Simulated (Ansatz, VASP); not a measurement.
One calculation of Sn, two programs

File POSCAR:

```
Sn
1.0
    0.0000000000      3.3279681418      3.3279681418
    3.3279681418      0.0000000000      3.3279681418
    3.3279681418      3.3279681418      0.0000000000
Sn
2
Direct
    0.7500000000      0.7500000000      0.7500000000
    0.5000000000      0.5000000000      0.5000000000
```

INCAR.step1

```
SYSTEM = Sn
ALGO = Normal
EDIFF = 1E-4
ENCUT = 520
GGA = PE
ISMEAR = 0
LASPH = .TRUE.
LCHARG = .FALSE.
LREAL = .FALSE.
LWAVE = .TRUE.
NBANDS = 21
NELM = 80
PREC = Accurate
SIGMA = 0.05
```

File INCAR.step2:

```
SYSTEM = Sn
ALGO = Normal
EDIFF = 1E-7
ENCUT = 520
ISIF = 2
ISMEAR = 0
ISTART = 1
LASPH = .TRUE.
LCHARG = .FALSE.
LMIXTAU = .TRUE.
LREAL = .FALSE.
LWAVE = .FALSE.
METAGGA = R2SCAN
NBANDS = 21
NELM = 80
PREC = Accurate
SIGMA = 0.05
```

File KPOINTS:

```
k-points
0
G
  12 12 12
  0 0 0
```

Input for Ansatz:

```yaml
crystal:
  lattice:
    - [0.0, 3.3279681418, 3.3279681418]
    - [3.3279681418, 0.0, 3.3279681418]
    - [3.3279681418, 3.3279681418, 0.0]
  atoms:
    - { symbol: Sn, position: [0.75, 0.75, 0.75] }
    - { symbol: Sn, position: [0.5, 0.5, 0.5] }
basis:
  ecutwfc: 600
  ecutrho_ratio: 5
kpoints:
  mp_grid: { grid: [12, 12, 12] }
hamiltonian:
  xc: r2scan
scf:
  occupations: { method: gaussian, width: 0.05 }
output:
  forces: true
  stress: true
  eigenvalues: true
```

This isn't the form of Sn at room conditions, which is tetragonal (white tin).

Alike in both runs: task single point; functional r2SCAN; k mesh 12 × 12 × 12; occupations gaussian, width 0.05 eV; no spin polarisation.

```csv
,VASP,Ansatz
version,VASP 6.6.1,Ansatz 0.2.0
potentials or method,"VASP PAW PBE potentials, release 64 (Sn_d)","scalar-relativistic, plane waves, PAW"
plane-wave cutoff (eV),520,600
valence electrons in the cell,28,28
```

|  | VASP | Ansatz | Ansatz less VASP |
| --- | --- | --- | --- |
| gap on the k mesh at the Fermi level (eV) | none | none | - |
| pressure (GPa) | -1.6 | -1.6 | +0.03 |

A gap of «none» marks a metal or a gap that the smearing closes. With one functional, cell and mesh, what is left measures potentials, basis and numerics.

Caveats: the PAW data sets were made with another functional, which shifts forces and pressure a little (VASP).
